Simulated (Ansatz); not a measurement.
# Y (sc type): how the settings move a single-point run

Question: which choices in the input matter for Y (sc type)?

This is Y in the simple cubic structure; at room conditions it is hcp.

Program: Ansatz 0.2.0. Level of theory: reference: DFT, PBE, all-electron LAPW, scalar-relativistic. These are calculated values, not measurements.

1 further run of the same task is left out (it didn't finish).

## 1. Starting point

The structure is cubic, space group Pm-3m (No. 221). The conventional cell has a = 3.267 Å, b = 3.267 Å, c = 3.267 Å, α = 90.00°, β = 90.00°, γ = 90.00°. Y (site symmetry m-3m) is surrounded by 6 Y at 3.27 Å.

As a file:

```cif
data_structure
_symmetry_space_group_name_H-M 'Pm-3m'
_symmetry_Int_Tables_number 221
_cell_length_a 3.2667
_cell_length_b 3.2667
_cell_length_c 3.2667
_cell_angle_alpha 90.000
_cell_angle_beta 90.000
_cell_angle_gamma 90.000
_cell_volume 34.86
loop_
_atom_site_label
_atom_site_type_symbol
_atom_site_symmetry_multiplicity
_atom_site_Wyckoff_symbol
_atom_site_fract_x
_atom_site_fract_y
_atom_site_fract_z
_atom_site_occupancy
Y1 Y 1 a 0.00000 0.00000 0.00000 1
```

## 2. Baseline

input.yaml reads:

```yaml
crystal:
  lattice:
    - [3.2667355472, 0.0, 0.0]
    - [0.0, 3.2667355472, 0.0]
    - [0.0, 0.0, 3.2667355472]
  atoms:
    - { symbol: "Y", position: [0.0, 0.0, 0.0] }
kpoints:
  mp_grid: { grid: [12, 12, 12] }
  band_path:
    path:
      - [0.0, 0.0, 0.0]
      - [0.0, 0.5, 0.0]
      - [0.5, 0.5, 0.0]
      - [0.0, 0.0, 0.0]
      - [0.5, 0.5, 0.5]
      - [0.0, 0.5, 0.0]
      - [0.5, 0.5, 0.5]
      - [0.5, 0.5, 0.0]
    npoints: 14
scf:
  occupations: { method: fermi_dirac, width: 0.08 }
hamiltonian:
  xc: pbe
  pseudopotentials: { kind: all_electron, lapw: { basis_error: 0.001 } }
output:
  forces: true
  stress: true
  eigenvalues: true
  populations: true
  dos: { projected: true, de: 0.2, e_range: [-14, 8] }
```

The run is started by

```
> ansatz run input.yaml --threads 1 --pin off --max-ram 2048MiB --backend cpu --events-out ev --progress --plain --runs-dir out
```

## 3. Changed: lower_state_search off, scf.algorithm density_mixing, accuracy low

Changes to input.yaml since step 2:

```diff
@@ -22,2 +22,4 @@
   occupations: { method: fermi_dirac, width: 0.08 }
+  lower_state_search: "off"
+  algorithm: density_mixing
 hamiltonian:
@@ -30,2 +32,2 @@
   populations: true
-  dos: { projected: true, de: 0.2, e_range: [-14, 8] }
+accuracy: low
```

## 4. Changing settings: occupations.method tetrahedron, spin_polarized true, xc_grid 2, width left out

Changes to input.yaml since step 2:

```diff
@@ -21,3 +21,3 @@
 scf:
-  occupations: { method: fermi_dirac, width: 0.08 }
+  occupations: { method: tetrahedron }
 hamiltonian:
@@ -30,2 +30,5 @@
   populations: true
-  dos: { projected: true, de: 0.2, e_range: [-14, 8] }
+magnetization:
+  spin_polarized: true
+basis:
+  xc_grid: 2
```

What does the calculation give? Wanted: for each run, ending; energy change; pressure; gap; abs. moment; force.

**Answer**, as computed:

| run | ending | energy change | pressure (GPa) | gap (eV) | abs. moment (μB) | force (eV/Å) | cycles | time |
| --- | --- | --- | --- | --- | --- | --- | --- | --- |
| reference | converged | 0 | 0.0 | 0.00 | 0.00 | 0.00 | 6 | 6.4 s |
| 1: lower_state_search off, scf.algorithm density_mixing, accuracy low | converged | 0.0 meV/atom | 0.0 | 0.00 | 0.00 | 0.00 | 6 | 6.1 s |
| 2: occupations.method tetrahedron, spin_polarized true, xc_grid 2, width left out | converged | -21.7 meV/atom (σ→0) | 0.3 | - | 0.84 | 0.00 | 12 | 16 s |

Times don't compare one to one where runs were asked for different outputs or read a saved state (see the inputs); cycles may leave out searches for a lower state.

Residual by cycle in the longest SCF loop of each run; runs are numbered as in the table. The quantity is the density residual dr2, in eV.

| cycle | reference | run 1 | run 2 |
| --- | --- | --- | --- |
| 1 | 0.0398 | 0.0398 | 0.0162 |
| 2 | 0.0171 | 0.0171 | 0.0151 |
| 3 | 7.5e-4 | 7.5e-4 | 0.0174 |
| 4 | 6.0e-6 | 6.0e-6 | 6.0e-4 |
| 5 | 4.2e-7 | 4.2e-7 | 1.5e-4 |
| 6 | 3.7e-9 | 3.7e-9 | 3.0e-6 |
| 7 | - | - | 6.5e-8 |
| 8 | - | - | 2.7e-8 |
| 9 | - | - | 2.7e-8 |
| 10 | - | - | 6.8e-10 |
| 11 | - | - | 3.2e-12 |
| 12 | - | - | 1.4e-13 |

**Reading.** Of the variants the dearest is «occupations.method tetrahedron, spin_polarized true, xc_grid 2, width left out» (16 s), the cheapest «lower_state_search off, scf.algorithm density_mixing, accuracy low» (6.1 s), on a shared host.
